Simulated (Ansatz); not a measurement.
# Every step of a relaxation of PbO2 (PbO2)

DFT, PBE, all-electron LAPW, non-relativistic (Ansatz 0.2.0); a Γ-centred 9×9×9 k mesh, Fermi–Dirac smearing of 0.02 eV, no spin polarisation. The run relaxes cell and atoms at a target pressure of 0 GPa.

Command: `ansatz run input.yaml --threads 1 --pin off --max-ram 3072MiB --backend cpu --events-out ev --progress --plain --runs-dir out` It took 71 s on 1 thread of Arm Neoverse V1, on a shared host, peak memory 0.42 GiB.

LAPW: all electrons, basis error target 0.5 meV/atom; forces are relaxed below 0.005 eV/Å.

Each step lists its free energy a cell above the last geometry, the pressure, the cell vectors (Å), and Cartesian positions (Å) with forces (eV/Å).

The first step:

```
step 1  dF = 56.69 meV  P = -8.59 GPa
  cell 0.0000 2.7048 2.7048  2.7048 0.0000 2.7048  2.7048 2.7048 0.0000
  Pb 0.0000 0.0000 0.0000   0.0000 0.0000 0.0000
  O 1.3524 1.3524 1.3524   0.0000 0.0000 0.0000
  O 4.0573 4.0573 4.0573   0.0000 0.0000 0.0000
```

Problem. Where does the relaxation end, and by which steps?

Solution. After 4 geometries, with conventional a, b, c = 5.317, 5.317, 5.317 Å, at 12.525 Å³/atom (-5.06 % against the start) in space group Fm-3m, with a shortest distance of 2.302 Å. The further steps:
```
step 2  dF = 14.64 meV  P = 5.08 GPa
  cell 0.0000 2.6358 2.6358  2.6358 0.0000 2.6358  2.6358 2.6358 0.0000
  Pb 0.0000 0.0000 0.0000   0.0000 0.0000 0.0000
  O 1.3179 1.3179 1.3179   0.0000 0.0000 0.0000
  O 3.9536 3.9536 3.9536   0.0000 0.0000 0.0000
step 3  dF = 0.15 meV  P = -0.49 GPa
  cell 0.0000 2.6606 2.6606  2.6606 0.0000 2.6606  2.6606 2.6606 0.0000
  Pb 0.0000 0.0000 0.0000   0.0000 0.0000 0.0000
  O 1.3303 1.3303 1.3303   0.0000 0.0000 0.0000
  O 3.9909 3.9909 3.9909   0.0000 0.0000 0.0000
step 4  dF = 0.00 meV  P = -0.02 GPa
  cell 0.0000 2.6584 2.6584  2.6584 0.0000 2.6584  2.6584 2.6584 0.0000
  Pb 0.0000 0.0000 0.0000   0.0000 0.0000 0.0000
  O 1.3292 1.3292 1.3292   0.0000 0.0000 0.0000
  O 3.9876 3.9876 3.9876   0.0000 0.0000 0.0000
step 5  dF = 0.00 meV  P = -0.02 GPa  (same geometry on a basis chosen anew; earlier energies don't compare to the last digit)
  cell 0.0000 2.6584 2.6584  2.6584 0.0000 2.6584  2.6584 2.6584 0.0000
  Pb 0.0000 0.0000 0.0000   0.0000 0.0000 0.0000
  O 1.3292 1.3292 1.3292   0.0000 0.0000 0.0000
  O 3.9876 3.9876 3.9876   0.0000 0.0000 0.0000
```
